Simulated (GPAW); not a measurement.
Crystal: Co.

```
Co
1.0
     2.47200    0.00000    0.00000
    -1.23600    2.14081    0.00000
     0.00000    0.00000    4.02114
Co
2
Direct
  0.66667 0.33333 0.75000
  0.33333 0.66667 0.25000
```

Base run:

| Property | Result |
| --- | --- |
| Program | GPAW 26.7.0 |
| Functional | revPBE |
| Potentials or basis | the program's PAW data sets (release 1.2.1) made for this functional |
| Cutoff | 600 eV |
| Basis | pw |
| k mesh | 12 × 12 × 7 |
| Occupations | fermi-dirac, width 0.05 eV |
| Spin | collinear spin, ferromagnetic start |
| Starting moments | [2.0, 2.0] μB |

Its results: pressure 9.3 GPa; net moment 3.23 μB per cell; site moments Co +1.70 μB.

Question: The run is repeated on the same cell with these changes: functional from revPBE to RPBE; band points from 60 to 80. What comes out?

Answer: Pressure 11.0 GPa; net moment 3.24 μB per cell; site moments Co +1.70 μB.
